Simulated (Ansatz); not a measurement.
**SiC: how the settings move a single-point run**

How sensitive is a single-point run of SiC to its settings? A reference run comes first, then four runs with altered input. The cell is built on a prototype (CsCl type) and needn't be the phase found in nature.

Method: reference: DFT, HSE06, plane waves, PAW, in Ansatz 0.2.0.

5 further runs of the same task are left out: 1 for a known fault of the program, 4 that didn't finish.

### 1 The system as given

The structure is cubic, space group Pm-3m (No. 221). Conventional cell: a = 2.620 Å, b = 2.620 Å, c = 2.620 Å, α = 90.00°, β = 90.00°, γ = 90.00°. Si (site symmetry m-3m) has 8 C at 2.27 Å as nearest neighbours. Around C (site symmetry m-3m) lie 8 Si at 2.27 Å.

Coordinates:

```
CELL_PARAMETERS angstrom
2.62012 0.00000 0.00000
0.00000 2.62012 0.00000
0.00000 0.00000 2.62012
ATOMIC_POSITIONS crystal
Si 0.00000 0.00000 0.00000
C 0.50000 0.50000 0.50000
```

### 2 The reference run

Contents of input.yaml:

```yaml
crystal:
  lattice:
    - [2.620122866, 0.0, 0.0]
    - [0.0, 2.620122866, 0.0]
    - [0.0, 0.0, 2.620122866]
  atoms:
    - { symbol: Si, position: [0.0, 0.0, 0.0] }
    - { symbol: C, position: [0.5, 0.5, 0.5] }
kpoints:
  mp_grid: { grid: [4, 4, 4] }
hamiltonian:
  xc: hse06
scf:
  occupations: { method: fermi_dirac, width: 0.02 }
  n_extra_bands: 4
output:
  forces: true
  stress: true
  eigenvalues: true
```

Started as:

```console
> ansatz run input.yaml --threads 4 --pin off --max-ram 3686MiB --backend cpu --events-out ev --progress --plain --runs-dir out
```

Standard output, shortened:

```text
Warning: output.stress: scf.convergence.dr2_threshold = 1e-7 eV (the SCF's general default) is looser than the 2e-10 eV advised for a printed stress (1e-10 eV for each atom of the cell: 2). What an SCF threshold leaves in a stress goes as its square root, and in the free energy as the [...]
Warning: output.stress: scf.exx.energy_threshold = 1e-6 eV is looser than the 2e-8 eV advised for a stress under a hybrid functional (1e-8 eV for each atom of the cell: 2). Every SCF of the exchange loop can meet its threshold on dr2 while the loop round them stops early: no threshold on [...]
Warning: RAYON_NUM_THREADS=4 ignored (pool sized by the plan → 4); use --threads N
scf.n_extra_bands = 4 over 4 filled bands (N_el = 8.0): the run solves 8 bands
[...]
Pseudopotentials: kind: paw
Pseudopotential: Si, paw, valence charge 4, recommended cutoff 420 eV (normal), Si.paw.azcp
Pseudopotential: C, paw, valence charge 4, recommended cutoff 420 eV (normal), C.paw.azcp
Functional definition: HSE06
[...]
Crystal: 2 atoms, lattice volume = 17.987 Å³
Basis set: ecut = 420 eV, 365 PW (Γ), exchange–correlation on 36×36×36 points (8 copies of the dense FFT grid, shifted against one another)
Bands: 8, of which v1, the nominal top of the filled ones, is band 4 counted from 1 (3 counted from 0)
Symmetry: 48 space group operations
Space group: Pm-3m (ITA 221), of the structure as read, at distance tolerance 2.6e-5 Å
k-points: 10 of 64
[...]
SCF iter   1: F=—  HF=-882.840855 eV  |F-HF|=—  |Δ(HF+E_count)|=         —  Δρ=6.01e-3  dr2=7.03e-3  ethr=1.77e-3  ⟨swp⟩=5.2  Hψ=340  notcnv=0
[...]
Frozen-core exchange: fock
[...]
SCF 2 stopped early in 5 iterations: F = -882.895358 eV  dr2 = 1.59e-6
hybrid outer 1: dexx = +2.965e-3 eV, tail = 5.43e-6 eV
[...]
Frozen-core exchange: fock
[...]
SCF iter   8: F=-882.895416 eV  HF=-882.895416 eV  |F-HF|=1.49e-11  |Δ(HF+E_count)|=   6.43e-9  Δρ=2.85e-7  dr2=2.28e-10  ethr=1.00e-12  ⟨swp⟩=4.2  Hψ=196  notcnv=0
[...]
hybrid outer 2: dexx = +1.901e-7 eV, tail = 1.47e-9 eV, Δε = 2.03e-3 eV (about 3.46e-5 eV left of the loop's levels)
hybrid SCF converged: 2 outer / 13 inner (+6 warm-up), last move |dexx| = 1.90e-7 eV, tail = 1.47e-9 eV
Stability not checked: this state was not tested for a lower state beside it, because the functional holds exact exchange (a hybrid, or Hartree-Fock), whose exchange loop this test does not read (fock_operator; see scf.lower_state_search)
Free energy (F): -882.895416 eV
Frozen-core exchange: fock
[...]
E sigma→0 (E₀):  -882.893308 eV
Entropy (-TS):   -0.004218 eV (-2.109 meV/atom)
Fermi energy:    13.631443 eV
[...]
--- Forces (eV/Å), atoms counted from 1 ---
  atom   1  Si    -0.00000000    -0.00000000    -0.00000000
  atom   2  C      0.00000000     0.00000000    -0.00000000
[...]
--- Stress (GPa, compression-positive) ---
       -4.402614       0.000000       0.000000
       -0.000000      -4.402614       0.000000
        0.000000       0.000000      -4.402614
  P = ⅓ Tr σ = -4.4026 GPa (-44.026 kbar)
--- Band table (eV; the first three rows and the last of 10) ---
  k-point 0: bands = ["-6.8842", "11.5677", "11.5677", "11.5677", "15.4006", "18.5541", "18.5541", "27.6603"]
[...]
```

It took 14 s on 4 threads of an x86-64 CPU, shared host; peak memory 0.44 GiB.

### 3 Variant: q_mesh [2, 2, 2]

input.yaml: that of step 2 with these lines changed.

```diff
@@ -15,2 +15,3 @@
   n_extra_bands: 4
+  exx: { q_mesh: [2, 2, 2] }
 output:
```

Started as:

```console
> ansatz run input.yaml --threads 4 --pin off --max-ram 3686MiB --backend cpu --events-out ev --progress --plain --runs-dir out
```

Standard output, shortened:

```text
Warning: scf.exx.q_mesh [2, 2, 2] is not taken up, since a mesh coarser than the k-mesh can give wrong forces and states. The exchange is summed over the k-mesh [4, 4, 4], as with the key left out
Warning: output.stress: scf.convergence.dr2_threshold = 1e-7 eV (the SCF's general default) is looser than the 2e-10 eV advised for a printed stress (1e-10 eV for each atom of the cell: 2). What an SCF threshold leaves in a stress goes as its square root, and in the free energy as the [...]
Warning: output.stress: scf.exx.energy_threshold = 1e-6 eV is looser than the 2e-8 eV advised for a stress under a hybrid functional (1e-8 eV for each atom of the cell: 2). Every SCF of the exchange loop can meet its threshold on dr2 while the loop round them stops early: no threshold on [...]
Warning: RAYON_NUM_THREADS=4 ignored (pool sized by the plan → 4); use --threads N
scf.n_extra_bands = 4 over 4 filled bands (N_el = 8.0): the run solves 8 bands
[...]
Pseudopotentials: kind: paw
Pseudopotential: Si, paw, valence charge 4, recommended cutoff 420 eV (normal), Si.paw.azcp
Pseudopotential: C, paw, valence charge 4, recommended cutoff 420 eV (normal), C.paw.azcp
Functional definition: HSE06
[...]
Crystal: 2 atoms, lattice volume = 17.987 Å³
[...]
SCF 2 stopped early in 5 iterations: F = -882.895358 eV  dr2 = 1.59e-6
hybrid outer 1: dexx = +2.965e-3 eV, tail = 5.43e-6 eV
[...]
Frozen-core exchange: fock
[...]
SCF iter   8: F=-882.895416 eV  HF=-882.895416 eV  |F-HF|=1.49e-11  |Δ(HF+E_count)|=   6.43e-9  Δρ=2.85e-7  dr2=2.28e-10  ethr=1.00e-12  ⟨swp⟩=4.2  Hψ=196  notcnv=0
[...]
hybrid outer 2: dexx = +1.901e-7 eV, tail = 1.47e-9 eV, Δε = 2.03e-3 eV (about 3.46e-5 eV left of the loop's levels)
hybrid SCF converged: 2 outer / 13 inner (+6 warm-up), last move |dexx| = 1.90e-7 eV, tail = 1.47e-9 eV
Stability not checked: this state was not tested for a lower state beside it, because the functional holds exact exchange (a hybrid, or Hartree-Fock), whose exchange loop this test does not read (fock_operator; see scf.lower_state_search)
Free energy (F): -882.895416 eV
Frozen-core exchange: fock
[...]
E sigma→0 (E₀):  -882.893308 eV
Entropy (-TS):   -0.004218 eV (-2.109 meV/atom)
Fermi energy:    13.631443 eV
[...]
--- Forces (eV/Å), atoms counted from 1 ---
  atom   1  Si    -0.00000000    -0.00000000    -0.00000000
  atom   2  C      0.00000000     0.00000000    -0.00000000
[...]
--- Stress (GPa, compression-positive) ---
       -4.402614       0.000000       0.000000
       -0.000000      -4.402614       0.000000
        0.000000       0.000000      -4.402614
  P = ⅓ Tr σ = -4.4026 GPa (-44.026 kbar)
--- Band table (eV; the first three rows and the last of 10) ---
  k-point 0: bands = ["-6.8842", "11.5677", "11.5677", "11.5677", "15.4006", "18.5541", "18.5541", "27.6603"]
[...]
```

Wall time 15 s (4 threads, shared host); peak memory 0.43 GiB.

The log says that the typed q mesh is not taken up, so this run repeats the reference.

### 4 Changed: exchange pbe, correlation pbe, coeff 0.35, omega 0.2078

input.yaml: that of step 2 with these lines changed.

```diff
@@ -11,3 +11,6 @@
 hamiltonian:
-  xc: hse06
+  xc:
+    exchange: pbe
+    correlation: pbe
+    exx: { coeff: 0.35, omega: 0.2078 }
 scf:
```

Started as:

```console
> ansatz run input.yaml --threads 4 --pin off --max-ram 3686MiB --backend cpu --events-out ev --progress --plain --runs-dir out
```

Standard output, shortened:

```text
Warning: output.stress: scf.convergence.dr2_threshold = 1e-7 eV (the SCF's general default) is looser than the 2e-10 eV advised for a printed stress (1e-10 eV for each atom of the cell: 2). What an SCF threshold leaves in a stress goes as its square root, and in the free energy as the [...]
Warning: output.stress: scf.exx.energy_threshold = 1e-6 eV is looser than the 2e-8 eV advised for a stress under a hybrid functional (1e-8 eV for each atom of the cell: 2). Every SCF of the exchange loop can meet its threshold on dr2 while the loop round them stops early: no threshold on [...]
Warning: RAYON_NUM_THREADS=4 ignored (pool sized by the plan → 4); use --threads N
scf.n_extra_bands = 4 over 4 filled bands (N_el = 8.0): the run solves 8 bands
[...]
Pseudopotentials: kind: paw
Pseudopotential: Si, paw, valence charge 4, recommended cutoff 420 eV (normal), Si.paw.azcp
Pseudopotential: C, paw, valence charge 4, recommended cutoff 420 eV (normal), C.paw.azcp
Functional definition: unnamed
[...]
Crystal: 2 atoms, lattice volume = 17.987 Å³
Basis set: ecut = 420 eV, 365 PW (Γ), exchange–correlation on 36×36×36 points (8 copies of the dense FFT grid, shifted against one another)
[...]
Frozen-core exchange: fock
[...]
SCF iter   5: F=-882.933737 eV  HF=-882.933737 eV  |F-HF|=8.32e-10  |Δ(HF+E_count)|=   9.03e-8  Δρ=2.05e-6  dr2=8.83e-9  ethr=2.67e-11  ⟨swp⟩=4.0  Hψ=193  notcnv=0
[...]
hybrid outer 2: dexx = +1.024e-7 eV, tail = 2.23e-8 eV, Δε = 9.66e-4 eV (about 4.94e-5 eV left of the loop's levels)
hybrid SCF converged: 2 outer / 13 inner (+6 warm-up), last move |dexx| = 1.02e-7 eV, tail = 2.23e-8 eV
Stability not checked: this state was not tested for a lower state beside it, because the functional holds exact exchange (a hybrid, or Hartree-Fock), whose exchange loop this test does not read (fock_operator; see scf.lower_state_search)
Free energy (F): -882.933737 eV
Frozen-core exchange: fock
[...]
E sigma→0 (E₀):  -882.931628 eV
Entropy (-TS):   -0.004218 eV (-2.109 meV/atom)
Fermi energy:    13.585650 eV
[...]
--- Forces (eV/Å), atoms counted from 1 ---
  atom   1  Si    -0.00000000    -0.00000000    -0.00000000
  atom   2  C      0.00000000    -0.00000000    -0.00000000
[...]
--- Stress (GPa, compression-positive) ---
       -6.464682      -0.000000       0.000000
        0.000000      -6.464682       0.000000
        0.000000       0.000000      -6.464682
  P = ⅓ Tr σ = -6.4647 GPa (-64.647 kbar)
--- Band table (eV; the first three rows and the last of 10) ---
  k-point 0: bands = ["-7.7842", "11.3622", "11.3622", "11.3622", "15.5803", "18.7732", "18.7732", "28.2422"]
[...]
```

It took 14 s on 4 threads of an x86-64 CPU, shared host; peak memory 0.43 GiB.

Total energies don't compare across a change of functional; the pressure goes from -4.4 to -6.5 GPa. At this fixed cell a lower pressure means that this functional prefers a smaller volume than the reference.

### 5 Variant: exchange pbe, correlation pbe, coeff 0.2, omega 0.2078

input.yaml: that of step 2 with these lines changed.

```diff
@@ -11,3 +11,6 @@
 hamiltonian:
-  xc: hse06
+  xc:
+    exchange: pbe
+    correlation: pbe
+    exx: { coeff: 0.2, omega: 0.2078 }
 scf:
```

Started as:

```console
> ansatz run input.yaml --threads 4 --pin off --max-ram 3686MiB --backend cpu --events-out ev --progress --plain --runs-dir out
```

Standard output, shortened:

```text
Warning: output.stress: scf.convergence.dr2_threshold = 1e-7 eV (the SCF's general default) is looser than the 2e-10 eV advised for a printed stress (1e-10 eV for each atom of the cell: 2). What an SCF threshold leaves in a stress goes as its square root, and in the free energy as the [...]
Warning: output.stress: scf.exx.energy_threshold = 1e-6 eV is looser than the 2e-8 eV advised for a stress under a hybrid functional (1e-8 eV for each atom of the cell: 2). Every SCF of the exchange loop can meet its threshold on dr2 while the loop round them stops early: no threshold on [...]
Warning: RAYON_NUM_THREADS=4 ignored (pool sized by the plan → 4); use --threads N
scf.n_extra_bands = 4 over 4 filled bands (N_el = 8.0): the run solves 8 bands
[...]
Pseudopotentials: kind: paw
Pseudopotential: Si, paw, valence charge 4, recommended cutoff 420 eV (normal), Si.paw.azcp
Pseudopotential: C, paw, valence charge 4, recommended cutoff 420 eV (normal), C.paw.azcp
Functional definition: unnamed
[...]
Crystal: 2 atoms, lattice volume = 17.987 Å³
Basis set: ecut = 420 eV, 365 PW (Γ), exchange–correlation on 36×36×36 points (8 copies of the dense FFT grid, shifted against one another)
[...]
Frozen-core exchange: fock
[...]
SCF iter   4: F=-882.879326 eV  HF=-882.879326 eV  |F-HF|=1.42e-9  |Δ(HF+E_count)|=   3.62e-8  Δρ=4.04e-6  dr2=2.90e-9  ethr=3.15e-11  ⟨swp⟩=3.9  Hψ=191  notcnv=0
[...]
hybrid outer 2: dexx = +5.035e-8 eV, tail = 6.24e-9 eV, Δε = 1.03e-3 eV (about 5.97e-5 eV left of the loop's levels)
hybrid SCF converged: 2 outer / 9 inner (+6 warm-up), last move |dexx| = 5.04e-8 eV, tail = 6.24e-9 eV
Stability not checked: this state was not tested for a lower state beside it, because the functional holds exact exchange (a hybrid, or Hartree-Fock), whose exchange loop this test does not read (fock_operator; see scf.lower_state_search)
Free energy (F): -882.879326 eV
Frozen-core exchange: fock
[...]
E sigma→0 (E₀):  -882.877217 eV
Entropy (-TS):   -0.004218 eV (-2.109 meV/atom)
Fermi energy:    13.653646 eV
[...]
--- Forces (eV/Å), atoms counted from 1 ---
  atom   1  Si    -0.00000000     0.00000000    -0.00000000
  atom   2  C      0.00000000    -0.00000000     0.00000000
[...]
--- Stress (GPa, compression-positive) ---
       -3.347786       0.000000       0.000000
        0.000000      -3.347786      -0.000000
        0.000000       0.000000      -3.347786
  P = ⅓ Tr σ = -3.3478 GPa (-33.478 kbar)
--- Band table (eV; the first three rows and the last of 10) ---
  k-point 0: bands = ["-6.4346", "11.6695", "11.6695", "11.6695", "15.3124", "18.4449", "18.4449", "27.3697"]
[...]
```

Run time: 14 s. Hardware: 4 threads of an x86-64 CPU, shared host; peak memory 0.43 GiB.

Total energies don't compare across a change of functional; the pressure goes from -4.4 to -3.3 GPa. At this fixed cell a higher pressure means that this functional prefers a larger volume than the reference.

### 6 Changing settings: eigensolver.kind dense

input.yaml: that of step 2 with these lines changed.

```diff
@@ -15,2 +15,3 @@
   n_extra_bands: 4
+  eigensolver: { kind: dense }
 output:
```

Started as:

```console
> ansatz run input.yaml --threads 4 --pin off --max-ram 3686MiB --backend cpu --events-out ev --progress --plain --runs-dir out
```

Standard output, shortened:

```text
Warning: output.stress: scf.convergence.dr2_threshold = 1e-7 eV (the SCF's general default) is looser than the 2e-10 eV advised for a printed stress (1e-10 eV for each atom of the cell: 2). What an SCF threshold leaves in a stress goes as its square root, and in the free energy as the [...]
Warning: output.stress: scf.exx.energy_threshold = 1e-6 eV is looser than the 2e-8 eV advised for a stress under a hybrid functional (1e-8 eV for each atom of the cell: 2). Every SCF of the exchange loop can meet its threshold on dr2 while the loop round them stops early: no threshold on [...]
Warning: RAYON_NUM_THREADS=4 ignored (pool sized by the plan → 4); use --threads N
scf.n_extra_bands = 4 over 4 filled bands (N_el = 8.0): the run solves 8 bands
[...]
Pseudopotentials: kind: paw
Pseudopotential: Si, paw, valence charge 4, recommended cutoff 420 eV (normal), Si.paw.azcp
Pseudopotential: C, paw, valence charge 4, recommended cutoff 420 eV (normal), C.paw.azcp
Functional definition: HSE06
[...]
Crystal: 2 atoms, lattice volume = 17.987 Å³
Basis set: ecut = 420 eV, 365 PW (Γ), exchange–correlation on 36×36×36 points (8 copies of the dense FFT grid, shifted against one another)
[...]
Eigensolver: Dense (10 Hₖ)
[...]
Frozen-core exchange: fock
[...]
SCF iter   4: F=-882.895416 eV  HF=-882.895416 eV  |F-HF|=6.18e-11  |Δ(HF+E_count)|=   1.66e-8  Δρ=1.68e-6  dr2=3.76e-9  ethr=3.98e-11
[...]
hybrid outer 2: dexx = +1.748e-7 eV, tail = 8.52e-9 eV, Δε = 2.03e-3 eV (about 8.40e-5 eV left of the loop's levels)
hybrid SCF converged: 2 outer / 9 inner (+6 warm-up), last move |dexx| = 1.75e-7 eV, tail = 8.52e-9 eV
Stability not checked: this state was not tested for a lower state beside it, because the functional holds exact exchange (a hybrid, or Hartree-Fock), whose exchange loop this test does not read (fock_operator; see scf.lower_state_search)
Free energy (F): -882.895416 eV
Frozen-core exchange: fock
[...]
E sigma→0 (E₀):  -882.893308 eV
Entropy (-TS):   -0.004218 eV (-2.109 meV/atom)
Fermi energy:    13.631459 eV
[...]
--- Forces (eV/Å), atoms counted from 1 ---
  atom   1  Si    -0.00000000     0.00000000     0.00000000
  atom   2  C      0.00000000    -0.00000000    -0.00000000
[...]
--- Stress (GPa, compression-positive) ---
       -4.399390       0.000000       0.000000
       -0.000000      -4.399390       0.000000
        0.000000       0.000000      -4.399390
  P = ⅓ Tr σ = -4.3994 GPa (-43.994 kbar)
--- Band table (eV; the first three rows and the last of 10) ---
  k-point 0: bands = ["-6.8842", "11.5677", "11.5677", "11.5677", "15.4006", "18.5541", "18.5541", "27.6603"]
[...]
```

Run time: 18 s. Hardware: 4 threads of an x86-64 CPU, shared host; peak memory 0.45 GiB.

The changed solver doesn't alter the result here (within 0.5 meV/atom). Cost: 15 SCF cycles against 19.

### 7 All runs together

| run | ending | energy change | pressure (GPa) | gap (eV) | force (eV/Å) | cycles | time |
| --- | --- | --- | --- | --- | --- | --- | --- |
| reference | converged | 0 | -4.4 | 0.00 | 0.00 | 19 | 14 s |
| 1: q_mesh [2, 2, 2] | converged | - | -4.4 | 0.00 | 0.00 | 19 | 15 s |
| 2: exchange pbe, correlation pbe, coeff 0.35, omega 0.2078 | converged | not comparable | -6.5 | 0.00 | 0.00 | 19 | 14 s |
| 3: exchange pbe, correlation pbe, coeff 0.2, omega 0.2078 | converged | not comparable | -3.3 | 0.00 | 0.00 | 15 | 14 s |
| 4: eigensolver.kind dense | converged | 0.0 meV/atom | -4.4 | 0.00 | 0.00 | 15 | 18 s |

Residual by cycle in the longest SCF loop of each run; runs are numbered as in the table. The quantity is the density residual dr2, in eV.

| cycle | reference | run 1 | run 2 | run 3 | run 4 |
| --- | --- | --- | --- | --- | --- |
| 1 | 5.5e-6 | 5.5e-6 | 0.0131 | 0.0079 | 0.00704 |
| 2 | 2.3e-6 | 2.3e-6 | 0.00257 | 0.00267 | 0.00232 |
| 3 | 2.2e-6 | 2.2e-6 | 5.7e-4 | 2.0e-5 | 2.9e-5 |
| 4 | 2.0e-6 | 2.0e-6 | 5.5e-4 | 1.9e-8 | 3.3e-8 |
| 5 | 2.2e-8 | 2.2e-8 | 1.3e-4 | 9.8e-9 | 6.8e-9 |
| 6 | 1.9e-8 | 1.9e-8 | 7.9e-6 | 3.3e-10 | 2.8e-10 |
| 7 | 1.8e-8 | 1.8e-8 | 7.2e-6 | - | - |
| 8 | 2.3e-10 | 2.3e-10 | 1.8e-6 | - | - |

What this shows: «eigensolver.kind dense» leaves the energy as it was.
